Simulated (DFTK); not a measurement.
Crystal: TiB2.

```xyz
3
Lattice="3.0292 0.0000 0.0000 -1.5146 2.6234 0.0000 0.0000 0.0000 3.2284" Properties=species:S:1:pos:R:3 pbc="T T T"
Ti    0.0000    0.0000    0.0000
B     1.5146    0.8745    1.6142
B     0.0000    1.7489    1.6142
```

Base run:

```yaml
Program: DFTK 0.8.2
Functional: PBE
Potentials_or_basis: SG15 1.2 (PBE)
Cutoff: 1225 eV
k_mesh: 10 × 10 × 8
Occupations: fermi-dirac, width 0.05 eV
Spin: no spin polarisation
```

Its results: band gap on the k mesh none (metal or under the smearing width); pressure -0.7 GPa.

The run is repeated on the same cell with these changes: potentials or basis from SG15 1.2 (PBE) to in-house norm-conserving set (PBE, scalar relativistic); cutoff from 1225 eV to 1143 eV. What comes out?

Band gap on the k mesh none (metal or under the smearing width); pressure 0.3 GPa.
